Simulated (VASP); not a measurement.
Here is a VASP 6.6.1 calculation.

The input INCAR:

```
SYSTEM = GaAs
ALGO = Fast
EDIFF = 1E-7
EDIFFG = -0.005
ENCUT = 600
GGA = PE
IBRION = 2
ISIF = 3
ISMEAR = -1
IVDW = 12
LASPH = .True.
LCHARG = .False.
LREAL = .False.
LWAVE = .False.
NELM = 60
NSW = 60
PREC = Accurate
SIGMA = 0.05
```

Contents of KPOINTS:

```
k-points
0
Gamma
  8 8 8
  0 0 0
```

File POSCAR:

```
GaAs
1.0
    0.0000000000      2.8268500000      2.8268500000
    2.8268500000      0.0000000000      2.8268500000
    2.8268500000      2.8268500000      0.0000000000
As Ga
1 1
Direct
    0.7500000000      0.7500000000      0.7500000000
    0.0000000000      0.0000000000      0.0000000000
```

Potentials or basis: VASP PAW PBE potentials, release 64 (As, Ga_d).

The run is started by

```bash
$ cat potpaw_PBE.64/As/POTCAR potpaw_PBE.64/Ga_d/POTCAR > POTCAR
$ mpirun -np 1 vasp_std > vasp.out
```

Question: Predict the dispersion energy per atom.

Answer: -0.320 eV.

Question: Predict the band gap on the k mesh.

Answer: 0.42 eV, direct.

The path:
| step | energy change (eV) | largest force (eV/Å) | pressure (GPa) | volume (Å³) |
| --- | --- | --- | --- | --- |
| 1 | 0.0000 | 0.0000 | 0.97 | 45.18 |
| 2 | -0.0016 | 0.0000 | -0.35 | 46.07 |
| 3 | -0.0019 | 0.0000 | 0.00 | 45.81 |

PBE gaps usually lie below the measured ones, often by a third to a half. Zero-point motion and thermal expansion aren't in these numbers.
